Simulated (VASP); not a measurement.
Y, 1 atom in the cell. The structure is cubic, space group Fm-3m (No. 225). Conventional cell: a = 5.104 Å, b = 5.104 Å, c = 5.104 Å, α = 90.00°, β = 90.00°, γ = 90.00°. Y (site symmetry m-3m) is surrounded by 12 Y at 3.61 Å. This isn't the form of Y at room conditions, which is hcp.

```yaml
Program: VASP 6.6.1
Task: density of states
Functional: LDA
Potentials_or_basis: VASP PAW LDA potentials, release 64 (Y_sv)
Cutoff: 520 eV
k_mesh: 9 × 9 × 9
Occupations: gaussian, width 0.1 eV
Spin: no spin polarisation
Further_INCAR_settings: ALGO = Normal; EDIFF = 1.00e-06; NBANDS = 12
```

Potentials or basis: VASP PAW LDA potentials, release 64 (Y_sv).

The run is started by

```bash
$ python run.py
```

Hardware: 1 thread of Intel(R) Xeon(R) Platinum 8259CL CPU @ 2.50GHz (Skylake/Cascade Lake) (shared host).

Q: Estimate the wall time of this run.

A: Run time: 16 s on 1 thread of Intel(R) Xeon(R) Platinum 8259CL CPU @ 2.50GHz (Skylake/Cascade Lake) (shared host), peak memory 0.16 GiB. Counts: scf iterations 11, k points 35.
